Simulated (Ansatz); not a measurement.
Ga: what symmetry allows forces and stress to be

```yaml
crystal:
  lattice:
    - [2.86444, 0.00000, -0.01681]
    - [0.00000, 3.32565, 0.00000]
    - [-1.40916, 0.00000, 4.10163]
  atoms:
    - { symbol: Ga, position: [0.90834, 0.25000, 0.21546] }
    - { symbol: Ga, position: [0.09166, 0.75000, 0.78454] }
```

The calculation used DFT PBE, scalar-relativistic, plane waves, PAW in Ansatz.

Plane waves to 420 eV, a k mesh through Γ of 16×12×10 on the computed 2-atom cell and Gaussian smearing (0.10 eV); no spin polarisation.

This distorted cell has space group P2_1/m, with 4 operations.

Without a calculation: in which directions can each atom feel a force?

A force must be left unchanged by every operation that keeps its atom in place, so it lies in the space that those operations leave fixed. Atoms that the group maps onto each other feel forces of one size.
```
atom site symmetry operations at the site equivalent to atom allowed force (Cartesian)
 Ga1              m                       2                   1  in the plane normal to (0.00, 1.00, 0.00)
 Ga2              m                       2                   1  in the plane normal to (0.00, 1.00, 0.00)
```

That leaves 2 independent force components of 6. A relaxation in this cell that keeps the symmetry moves the atoms in these directions alone.

And the stress tensor?

It must be invariant under the point group, which leaves 4 independent components: yz, xy vanish.

Do the computed values obey this?

Yes. Forces (eV/Å):
```
Ga1 -0.188  0.000  0.607
Ga2  0.188  0.000 -0.607
```

Stress (GPa, compression positive, xx yy zz yz xz xy): -0.18 1.12 -0.37 0.00 -0.77 0.00. The program imposes the same operations on density, forces and stress, so this confirms the analysis and is no independent test of the calculation.

This form isn't the element's structure at ambient conditions.